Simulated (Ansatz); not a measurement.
## BeS: levels along high-symmetry lines

```
CELL_PARAMETERS angstrom
0.00000 2.42500 2.42500
2.42500 0.00000 2.42500
2.42500 2.42500 0.00000
ATOMIC_POSITIONS crystal
Be 0.00000 0.00000 0.00000
S 0.75000 0.75000 0.75000
```

Atoms are numbered in the order listed.

The cell is COD entry 9008836, as deposited and not checked against the literature; nothing was relaxed. It is an old determination, and later ones may differ.

These are results of Ansatz 0.2.0, DFT, PBE, all-electron LAPW, scalar-relativistic, not measurements.

Numerical set-up: a Γ-centred 9×9×9 k mesh, Fermi–Dirac smearing of 0.02 eV, basis error target 0.25 meV/atom, no spin polarisation.

Points in fractions of the reciprocal vectors of this cell: Γ (0, 0, 0), X (-0.5, -0.5, 0), U (-0.375, -0.375, 0.25), K (-0.375, 0, 0.375), L (0, 0, 0.5), W (-0.5, -0.25, 0.25). The path joins them by straight lines in the order Γ–X–U–K–Γ–L–W–X; legs that retrace an earlier one aren't tabulated. Energies are in eV from the top of the valence band.

(1) List the levels at Γ between -5 and 5 eV.

(2) List the levels at X between -5 and 5 eV.

(3) List the levels at K between -5 and 5 eV.

(4) What is the band gap?

Answers

(1) 0.00 (×3).

(2) -2.64 (×2), 3.11, 4.90.

(3) -4.55, -4.10, -2.19, 4.36.

(4) 3.11 eV, indirect from Γ to X (-0.5, -0.5, 0).
